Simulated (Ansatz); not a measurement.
SiO2: ¹⁷O NMR of the central transition

Cell: a computed structure from the Materials Project (it need not be an observed phase), taken as it stands.

```cif
data_SiO2
_symmetry_space_group_name_H-M 'I-4m2'
_symmetry_Int_Tables_number 119
_cell_length_a 7.1937
_cell_length_b 7.1937
_cell_length_c 12.1272
_cell_angle_alpha 90.000
_cell_angle_beta 90.000
_cell_angle_gamma 90.000
loop_
_atom_site_label
_atom_site_type_symbol
_atom_site_symmetry_multiplicity
_atom_site_Wyckoff_symbol
_atom_site_fract_x
_atom_site_fract_y
_atom_site_fract_z
Si1 Si 2 a 0.0000 0.0000 0.0000
Si2 Si 8 i 0.2060 0.0000 0.7878
O6 O 8 i 0.0000 0.1815 0.0791
O10 O 4 e 0.0000 0.0000 0.7337
O12 O 8 h 0.8168 0.3168 0.2500
```

One atom of each set is listed; the run and its k-mesh use a cell of 15 atoms with edges of 7.91, 7.91, 7.91 Å.

Computed with Ansatz: DFT, r2SCAN, plane waves and PAW (field gradients read without the response of the frozen cores, which leaves them typically 4 to 6 % off), scalar-relativistic, 500 eV cutoff, Γ-centred 4×4×4 k-points, Fermi–Dirac smearing 0.02 eV.

¹⁷O has I = 5/2 and Q = -25.58 mb (Pyykkö 2018); at 21.1 T its Larmor frequency is ν₀ = 121.8 MHz. Only the quadrupole interaction is simulated: positions count from each site's isotropic chemical shift, and J coupling is left out, as are shift anisotropy and dipolar coupling, which fast spinning averages.

Question: Simulate the second-order pattern (fast magic-angle spinning, Gaussian broadening 0.09 kHz) of site O6 (2 Si at 1.62 Å, angle 133°).

Answer: The calculation gives C_Q = -5.47 MHz and η = 0.22, so ν_Q = 0.820 MHz and the centre of gravity lies at -12.3 ppm (-1.50 kHz).

```csv
offset (kHz),height
-3.856,0
-3.694,4
-3.532,7
-3.370,7
-3.209,8
-3.047,8
-2.885,8
-2.723,9
-2.561,24
-2.399,48
-2.237,72
-2.075,83
-1.914,61
-1.752,55
-1.590,53
-1.428,53
-1.266,56
-1.104,61
-0.942,73
-0.781,100
-0.619,73
-0.457,60
-0.295,19
-0.133,0
```

At O6 V_zz runs parallel to the line that joins its two neighbours (within 1°).
